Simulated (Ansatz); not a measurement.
Theory: DFT, revPBE, plane waves (420 eV) with PAW, scalar-relativistic (Ansatz 0.2.0). The PAW files were generated under PBE, with cores re-solved for the functional.

An element in the bcc structure gives this curve. The cell is scaled uniformly from the relaxed one, with fractional coordinates and shape fixed. Energies are extrapolated to zero smearing, pressures are those at the given smearing. Magnetic state: spin not included.

| V (Å³/atom) | E − E₀ (meV/atom) | P (GPa) |
| --- | --- | --- |
| 17.328 | 56.3 | 9.54 |
| 18.116 | 21.0 | 5.39 |
| 18.903 | 3.7 | 2.14 |
| 19.691 | 0.4 | -0.42 |
| 20.479 | 8.1 | -2.46 |
| 21.266 | 24.6 | -4.12 |
| 22.054 | 48.4 | -5.45 |

Q: Which element is it?
A. niobium
B. selenium
C. germanium
D. silver

A: C. Its fit is V₀ = 19.51 Å³/atom, B₀ = 59 GPa, B₀′ = 4.7.
